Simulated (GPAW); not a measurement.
# HgTe (Coloradoite) (F-43m) in GPAW: settings compared, part 2 of 2

GPAW 26.7.0. The steps go on from the part before.

### Step 3. Band structure, PBE

run.py reads:

```python
import spglib
from ase import Atoms
from ase.dft.bandgap import bandgap
from ase.io import read, write
from ase.units import GPa
from gpaw import GPAW, PW

atoms = read('HgTe.cif')
cell, positions, numbers = spglib.find_primitive(
    (atoms.cell[:], atoms.get_scaled_positions(), atoms.numbers), symprec=1e-4)
atoms = Atoms(numbers, cell=cell, scaled_positions=positions, pbc=True)

calc = GPAW(mode=PW(600),
            xc='PBE',
            kpts={'size': (6, 6, 6), 'gamma': True},
            occupations={'name': 'fermi-dirac', 'width': 0.05},
            setups={'Te': '16'},
            nbands=-9,
            convergence={'density': 1e-05, 'energy': 1e-05},
            maxiter=150,
            txt='gpaw.txt')
atoms.calc = calc
energy = atoms.get_potential_energy()
forces = atoms.get_forces()
stress = atoms.get_stress()
calc.write('gs.gpw')
write('result.traj', atoms)
print(f'Energy: {energy:.6f} eV')
print('Forces (eV/A):')
print(forces.round(4))
print('Stress (GPa):', (stress / GPa).round(3))
print('Fermi level:', round(calc.get_fermi_level(), 4), 'eV')
print(f'Gap: {bandgap(calc)[0]:.4f} eV, direct: {bandgap(calc, direct=True)[0]:.4f} eV')

path = atoms.cell.bandpath('GXWKGLUWLK,UX', npoints=100, eps=1e-4)
bs_calc = calc.fixed_density(kpts=path, symmetry='off', nbands=-21,
                             convergence={'bands': 'CBM+6.0', 'eigenstates': 1e-6}, txt='bands.txt')
bs = bs_calc.band_structure()
bs.write('bs.json')
print(f'Gap on the path: {bandgap(bs_calc)[0]:.4f} eV')
```

HgTe.cif reads:

```cif
data_HgTe
_cell_length_a 6.42900000
_cell_length_b 6.42900000
_cell_length_c 6.42900000
_cell_angle_alpha 90.00000000
_cell_angle_beta 90.00000000
_cell_angle_gamma 90.00000000
_space_group_name_H-M_alt 'F-43m'
_space_group_name_Hall 'F -4 2 3'
_space_group_IT_number 216
loop_
_space_group_symop_operation_xyz
'x,y,z'
'y,-x,-z'
'-x,-y,z'
'-y,x,-z'
'x,-y,-z'
'y,x,z'
'-x,y,-z'
'-y,-x,z'
'z,x,y'
'-z,y,-x'
'z,-x,-y'
'-z,-y,x'
'-z,x,-y'
'z,y,x'
'-z,-x,y'
'z,-y,-x'
'y,z,x'
'-x,-z,y'
'-y,z,-x'
'x,-z,-y'
'-y,-z,x'
'x,z,y'
'y,-z,-x'
'-x,z,-y'
'x,y+1/2,z+1/2'
'y,-x+1/2,-z+1/2'
'-x,-y+1/2,z+1/2'
'-y,x+1/2,-z+1/2'
'x,-y+1/2,-z+1/2'
'y,x+1/2,z+1/2'
'-x,y+1/2,-z+1/2'
'-y,-x+1/2,z+1/2'
'z,x+1/2,y+1/2'
'-z,y+1/2,-x+1/2'
'z,-x+1/2,-y+1/2'
'-z,-y+1/2,x+1/2'
'-z,x+1/2,-y+1/2'
'z,y+1/2,x+1/2'
'-z,-x+1/2,y+1/2'
'z,-y+1/2,-x+1/2'
'y,z+1/2,x+1/2'
'-x,-z+1/2,y+1/2'
'-y,z+1/2,-x+1/2'
'x,-z+1/2,-y+1/2'
'-y,-z+1/2,x+1/2'
'x,z+1/2,y+1/2'
'y,-z+1/2,-x+1/2'
'-x,z+1/2,-y+1/2'
'x+1/2,y,z+1/2'
'y+1/2,-x,-z+1/2'
'-x+1/2,-y,z+1/2'
'-y+1/2,x,-z+1/2'
'x+1/2,-y,-z+1/2'
'y+1/2,x,z+1/2'
'-x+1/2,y,-z+1/2'
'-y+1/2,-x,z+1/2'
'z+1/2,x,y+1/2'
'-z+1/2,y,-x+1/2'
'z+1/2,-x,-y+1/2'
'-z+1/2,-y,x+1/2'
'-z+1/2,x,-y+1/2'
'z+1/2,y,x+1/2'
'-z+1/2,-x,y+1/2'
'z+1/2,-y,-x+1/2'
'y+1/2,z,x+1/2'
'-x+1/2,-z,y+1/2'
'-y+1/2,z,-x+1/2'
'x+1/2,-z,-y+1/2'
'-y+1/2,-z,x+1/2'
'x+1/2,z,y+1/2'
'y+1/2,-z,-x+1/2'
'-x+1/2,z,-y+1/2'
'x+1/2,y+1/2,z'
'y+1/2,-x+1/2,-z'
'-x+1/2,-y+1/2,z'
'-y+1/2,x+1/2,-z'
'x+1/2,-y+1/2,-z'
'y+1/2,x+1/2,z'
'-x+1/2,y+1/2,-z'
'-y+1/2,-x+1/2,z'
'z+1/2,x+1/2,y'
'-z+1/2,y+1/2,-x'
'z+1/2,-x+1/2,-y'
'-z+1/2,-y+1/2,x'
'-z+1/2,x+1/2,-y'
'z+1/2,y+1/2,x'
'-z+1/2,-x+1/2,y'
'z+1/2,-y+1/2,-x'
'y+1/2,z+1/2,x'
'-x+1/2,-z+1/2,y'
'-y+1/2,z+1/2,-x'
'x+1/2,-z+1/2,-y'
'-y+1/2,-z+1/2,x'
'x+1/2,z+1/2,y'
'y+1/2,-z+1/2,-x'
'-x+1/2,z+1/2,-y'
loop_
_atom_site_label
_atom_site_type_symbol
_atom_site_symmetry_multiplicity
_atom_site_Wyckoff_symbol
_atom_site_fract_x
_atom_site_fract_y
_atom_site_fract_z
_atom_site_occupancy
Hg1 Hg 4 a 0.0000000000 0.0000000000 0.0000000000 1
Te1 Te 4 c 0.2500000000 0.2500000000 0.2500000000 1
```

Potentials or basis: GPAW PAW data sets (gpaw-data 1.2.1), other valence, pw.

Run with:

```console
> OMP_NUM_THREADS=1 python run.py
```

Run time: 61 s. Hardware: 1 thread of Intel Xeon 6975P-C (Granite Rapids), shared host; peak memory 0.39 GiB.

The run converged. Its results:

- Free energy: -4.3584 eV
- Pressure: 3.8 GPa
- Band gap along the path: none (metal or under the smearing width)

Levels at the corners of the path, in eV from the Fermi level:
| point | band 13 | band 14 | band 15 | band 16 | band 17 | band 18 | band 19 | band 20 | band 21 |
| --- | --- | --- | --- | --- | --- | --- | --- | --- | --- |
| Γ | -7.08 | -7.08 | -0.58 | -0.04 | -0.04 | -0.04 | 4.02 | 4.02 | 4.02 |
| X | -7.00 | -6.58 | -5.51 | -2.37 | -2.37 | 1.85 | 2.34 | 8.23 | 8.88 |
| W | -7.10 | -6.40 | -5.59 | -2.79 | -2.66 | 3.15 | 4.49 | 5.23 | 5.97 |
| K | -7.04 | -6.48 | -5.53 | -3.04 | -1.98 | 2.20 | 3.93 | 6.92 | 7.04 |
| Γ | -7.08 | -7.08 | -0.58 | -0.04 | -0.04 | -0.04 | 4.02 | 4.02 | 4.02 |
| L | -7.05 | -6.73 | -5.58 | -1.06 | -1.06 | 0.72 | 4.84 | 4.84 | 6.84 |
| U | -7.04 | -6.48 | -5.53 | -3.04 | -1.98 | 2.20 | 3.93 | 6.92 | 7.04 |
| W | -7.10 | -6.40 | -5.59 | -2.79 | -2.66 | 3.15 | 4.49 | 5.23 | 5.97 |
| L | -7.05 | -6.73 | -5.58 | -1.06 | -1.06 | 0.72 | 4.84 | 4.84 | 6.84 |
| K | -7.04 | -6.48 | -5.53 | -3.04 | -1.98 | 2.20 | 3.93 | 6.92 | 7.04 |
| U | -7.04 | -6.48 | -5.53 | -3.04 | -1.98 | 2.20 | 3.93 | 6.92 | 7.04 |
| X | -7.00 | -6.58 | -5.51 | -2.37 | -2.37 | 1.85 | 2.34 | 8.23 | 8.88 |

Caveat: spin-orbit coupling is left out, which moves the levels of the heavy elements.

### Step 4. Equation of state, SCAN+D4

run.py reads:

```python
from ase.calculators.mixing import SumCalculator
from ase.eos import EquationOfState
from ase.io import Trajectory, read
from ase.units import GPa
from dftd4.ase import DFTD4
from gpaw import GPAW, PW

atoms = read('POSCAR')

traj = Trajectory('eos.traj', 'w')
volumes, energies = [], []
for x in [0.94, 0.96, 0.98, 1.0, 1.02, 1.04, 1.06]:
    a = atoms.copy()
    a.set_cell(atoms.cell * x**(1 / 3), scale_atoms=True)
    calc = GPAW(mode=PW(600),
                xc='MGGA_X_SCAN+MGGA_C_SCAN',
                kpts={'size': (6, 6, 6), 'gamma': True},
                occupations={'name': 'fermi-dirac', 'width': 0.05},
                nbands=18,
                convergence={'density': 1e-05, 'energy': 1e-05},
                maxiter=150,
                txt=f'eos-{x:.2f}.txt')
    a.calc = SumCalculator([calc, DFTD4(method='scan')])
    energies.append(a.get_potential_energy())
    volumes.append(a.get_volume())
    p = -a.get_stress()[:3].mean() / GPa
    calc.write(f'eos-{x:.2f}.gpw')
    traj.write(a)
    print(f'{x:.2f} {volumes[-1]:10.4f} A^3 {energies[-1]:14.6f} eV {p:9.3f} GPa', flush=True)

v0, e0, B = EquationOfState(volumes, energies, eos='birchmurnaghan').fit()
print(f'V0 = {v0:.4f} A^3, E0 = {e0:.6f} eV, B0 = {B / GPa:.2f} GPa')
```

POSCAR reads:

```
HgTe
1.0
    0.0000000000      3.2145000000      3.2145000000
    3.2145000000      0.0000000000      3.2145000000
    3.2145000000      3.2145000000      0.0000000000
Hg Te
1 1
Direct
    0.0000000000      0.0000000000      0.0000000000
    0.7500000000      0.7500000000      0.7500000000
```

Potentials or basis: GPAW PAW data sets (gpaw-data 1.2.1), pw.

Run with:

```console
> OMP_NUM_THREADS=1 python run.py
```

It took 5.3 min on 1 thread of Intel Xeon 6975P-C (Granite Rapids), shared host; peak memory 1.1 GiB.

Results (log left out):

```
Equilibrium volume : 33.80 Å³/atom (rough: see the caveat)
Bulk modulus       : 42 GPa (rough)
```

Energy against volume, from the lowest point:
```
volume (Å³/atom)  energy (meV/atom)
          31.223              30.31
          31.887              15.91
          32.551               6.49
          33.215               1.32
          33.880               0.00
          34.544               1.99
          35.208               7.07
```

Caveat: the points scatter about the fit; the PAW data sets were made with another functional, which shifts forces and pressure a little. Spin-orbit coupling is left out, which matters for the levels of Hg, Te.

### Step 5. The runs side by side

```tsv
task	level	potentials or basis	spin	band path	band points	spin axis theta (degrees)	spin axis phi (degrees)	soc after scf	pressure (GPa)
band structure	RPBE	the program's PAW data sets (release 1.2.1) made for this functional, pw	SOC, no magnetisation	GXWKGLUWLK,UX	60	90	45	second variation	6.3
band structure	PBE	GPAW PAW data sets (gpaw-data 1.2.1), other valence, pw	off	GXWKGLUWLK,UX	100	-	-	-	3.8
equation of state	SCAN+D4	GPAW PAW data sets (gpaw-data 1.2.1), pw	off	-	-	-	-	-	-
```

Alike in all rows: cell as given; k mesh 6 × 6 × 6; cutoff (eV) 600; smearing fermi-dirac 0.05 eV.

Caveats: spin-orbit coupling was added after a scalar SCF, so levels and gaps hold it while energy, forces, pressure and moments don't (some runs); this program's spin-orbit splittings come out too wide for heavy elements (some runs); spin-orbit coupling is left out, which moves the levels of the heavy elements (some runs); the points scatter about the fit (some runs); the PAW data sets were made with another functional, which shifts forces and pressure a little (some runs).

Total energies depend on the potentials used, so only differences within one code and one set of settings carry meaning.
